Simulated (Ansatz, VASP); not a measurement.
# ZnS (Sphalerite) in two plane-wave programs, part 2 of 2

One calculation is typed for both programs; each brings its own data sets and cutoff. How far apart do they land? The cell is a member of a volume series, scaled by 0.985 from a relaxed one, so a pressure remains.

VASP 6.6.1 and Ansatz 0.2.0.

So far. Step 2 (Ansatz: single point, PBEsol, volume scaled by 0.985): The run ends at a pressure of 1.09 GPa. Step 5 (Ansatz: single point, PBE, volume scaled by 1.015): The run ends at a pressure of -1.08 GPa.

### 9. VASP: single point, PBEsol with D3(BJ), volume scaled by 0.985

Level of this step: PBEsol with D3(BJ); plane waves and PAW (Zn, S) (VASP).

A single point gives forces, pressure and levels at one fixed geometry, so differences don't come from the geometry; what else differs is listed under the comparison. The cell compared in this pair holds 36.89 Å³, against 40.98 Å³ for the pair before.

The input asks for a relaxation, which ended at its first step since no free force or stress exceeded the threshold; so it serves as a single point.

Contents of INCAR:

```
SYSTEM = ZnS
PREC = Accurate
ENCUT = 450
EDIFF = 1E-06
NELM = 100
ISMEAR = 0
SIGMA = 0.03
LREAL = .FALSE.
ALGO = Normal
GGA = PS
IVDW = 12
NBANDS = 15
LORBIT = 11
LWAVE = .FALSE.
LCHARG = .FALSE.
KPAR = 4
IBRION = 2
NSW = 30
ISIF = 4
EDIFFG = -0.01
```

Contents of POSCAR:

```
ZnS
1.0
    0.0000000000      2.6421423297      2.6421423297
    2.6421423297      0.0000000000      2.6421423297
    2.6421423297      2.6421423297      0.0000000000
Zn S
1 1
Direct
    0.0000000000      0.0000000000      0.0000000000
    0.7500000000      0.7500000000      0.7500000000
```

Contents of KPOINTS:

```
Automatic mesh
0
Gamma
8 8 8
0 0 0
```

PAW data sets: Zn and S (PBE family, release 64).

On the command line:

```bash
$ mpirun -np 4 vasp_std
```

Numbers of over 12 decimals in the logs are rounded to 6 here.

The log of the run:

```text
[banner, memory and clock lines left out]
running    4 mpi-ranks, on    1 nodes
[...]
[... a notice as in an earlier step ...]

 LDA part: xc-table for (Slater+PW92), standard interpolation
 POSCAR, INCAR and KPOINTS ok, starting setup
[...]
entering main loop
       N       E                     dE             d eps       ncg     rms          rms(c)
DAV:   1     0.835205356305E+02    0.83521E+02   -0.83837E+03   878   0.134E+03
DAV:   2    -0.261985173582E+01   -0.86140E+02   -0.81088E+02   989   0.252E+02
DAV:   3    -0.792793171893E+01   -0.53081E+01   -0.52834E+01  1101   0.641E+01
DAV:   4    -0.798510084778E+01   -0.57169E-01   -0.57158E-01  1038   0.688E+00
[...]
DAV:  10    -0.756784387905E+01   -0.67162E-04   -0.15352E-04  1039   0.107E-01    0.327E-02
DAV:  11    -0.756784456756E+01   -0.68851E-06   -0.24458E-05  1169   0.619E-02    0.435E-03
DAV:  12    -0.756784488979E+01   -0.32223E-06   -0.31232E-06  1003   0.148E-02
   1 F= -.81217651E+01 E0= -.81217651E+01  d E =-.812177E+01
[...]
reached required accuracy - stopping structural energy minimisation
```

From OUTCAR (step 9):

```text
 Edisp (eV)   -0.55392

  Total       0.29048     0.29048     0.29048    -0.00000    -0.00000    -0.00000
  in kB      12.61626    12.61626    12.61626    -0.00000    -0.00000    -0.00000
  external pressure =       12.62 kB  Pullay stress =        0.00 kB

 POSITION                                       TOTAL-FORCE (eV/Angst)
 -----------------------------------------------------------------------------------
      0.00000      0.00000      0.00000        -0.000000     -0.000000     -0.000000
      3.96321      3.96321      3.96321         0.000000      0.000000      0.000000
 -----------------------------------------------------------------------------------
    total drift:                               -0.000002     -0.000002     -0.000002

  FREE ENERGIE OF THE ION-ELECTRON SYSTEM (eV)
  ---------------------------------------------------
  free  energy   TOTEN  =        -8.1217650509 eV

  energy  without entropy=       -8.1217650509  energy(sigma->0) =       -8.12176505

[... 2 parts as in an earlier step ...]

[... 2 further parts left out ...]
[key lines of the parts left out:]
E-fermi :   2.8540
```

### 10. Ansatz: single point, PBEsol with D3(BJ), volume scaled by 0.985

The same cell, functional, mesh and smearing now go to Ansatz, which takes its cutoff from its data sets.

The cell is a member of a volume series, scaled by 0.985 from a relaxed one, so a pressure remains.

Contents of input.yaml:

```yaml
crystal:
  lattice:
    - [0.0, 2.64214233, 2.64214233]
    - [2.64214233, 0.0, 2.64214233]
    - [2.64214233, 2.64214233, 0.0]
  atoms:
    - { symbol: Zn, position: [0.0, 0.0, 0.0] }
    - { symbol: S, position: [0.75, 0.75, 0.75] }
hamiltonian:
  xc: pbesol
  pseudopotentials: { kind: paw }
  dispersion: d3bj
kpoints:
  mp_grid: { grid: [8, 8, 8] }
scf:
  occupations: { method: gaussian, width: 0.03 }
  n_extra_bands: 4
output:
  forces: true
  stress: true
  eigenvalues: true
  write_density: true
  write_potential: true
  elf: true
  volumetric_format: npy
```

On the command line:

```bash
$ ansatz run input.yaml --threads 2 --pin off --max-ram 4608MiB --backend cpu --events-out ev --progress --plain --runs-dir out
```

The log of the run:

```text
[...]
Crystal: 2 atoms, lattice volume = 36.889 Å³
Basis set: ecut = 420 eV, 725 PW (Γ), exchange–correlation on 50×50×50 points (8 copies of the dense FFT grid, shifted against one another)
Bands: 13, of which v1, the nominal top of the filled ones, is band 9 counted from 1 (8 counted from 0)
Symmetry: 24 space group operations
[...]
k-points: 29 of 512 (time reversal used)
[...]
P = ⅓ Tr σ = 1.1420 GPa (11.420 kbar)
--- Band table (eV; the first three rows and the last of 29) ---
  k-point 0: bands = [... 5 lower, 0.5080, 6.5955, 6.5955, 6.5955, 8.8580, 12.8068, 12.8068, 12.8068]
  k-point 1: bands = [... 5 lower, 0.5057, 5.4084, 6.4265, 6.4265, 9.6839, 12.7566, 13.0844, 13.0844]
  k-point 2: bands = [... 5 lower, 0.5092, 3.5586, 6.0627, 6.0627, 10.1373, 13.4746, 13.4746, 13.5504]
  k-point 28: bands = [... 5 lower, 0.9845, 1.6268, 3.4484, 3.5704, 12.1210, 12.8600, 14.4537, 14.5906]
[key lines of the parts left out:]
SCF converged after 6 iterations
Free energy (F): -4167.977990 eV
Fermi energy:    7.726998 eV
```

Elapsed: 1 s, on 2 threads of AMD EPYC 7B13 (Zen 3), shared host; peak memory 0.37 GiB.

The run ends at a pressure of 1.14 GPa.

### 11. Side by side

The two programs side by side:

```tsv
quantity	Ansatz	VASP	difference
pressure (GPa)	1.14	1.26	-0.12
pressure without Ansatz's Pulay correction (GPa)	1.07	1.26	-0.19
gap on the k mesh (eV)	2.263	2.271	-0.009
```

A gap on the mesh is an upper bound, since the band edges may lie between its points. Ansatz's pressure holds a Pulay correction of 0.07 GPa; VASP's holds none.

### 12. Other set-ups

Further runs change the set-up of one program: Ansatz's method, potentials or start, or VASP's data sets, cutoff or form of LDA. The table gives Ansatz less VASP for each quantity, since a change that brings one quantity closer may part another.

```tsv
run	pressure (GPa)	gap on the k mesh (eV)
as above	-0.12	-0.0089
Ansatz's all-electron LAPW method	-0.12	-0.0050
```

### 13. What came out

```json
{"difference in gap on the k mesh (single point, PBEsol, volume scaled by 0.985)": "-0.0069 eV", "difference in gap on the k mesh (single point, PBE, volume scaled by 1.015)": "-0.0018 eV", "difference in gap on the k mesh (single point, PBEsol with D3(BJ), volume scaled by 0.985)": "-0.0089 eV"}
```

**Reading.** The difference in gap on the k mesh is -0.0089 eV (single point, PBEsol with D3(BJ), volume scaled by 0.985), within the 0.08 eV picked in this series as the mark of a large difference. Single point, PBE, volume scaled by 1.015, Ansatz's all-electron LAPW method: the difference in gap on the k mesh goes from -0.0018 to 0.0011 eV. Single point, PBEsol with D3(BJ), volume scaled by 0.985, Ansatz's all-electron LAPW method: the difference in gap on the k mesh goes from -0.0089 to -0.0050 eV. 3 further runs of this series are not shown here. Such differences can come from data sets, numerical settings and the points named under the comparisons, not from the functional's error against experiment.

[Lines on the potential files, build, host, timing and source positions are cut from VASP's logs without a mark.]

[Logs are printed without paths, hosts, clocks, repeated set-up lines and the standing remarks that a program may print on its own settings, such as how far it seeks lower states.]

[Hosts, paths, dates, database ids (printed as entryN), source tags and the programs' standing remarks are cut or masked in the printed files.]
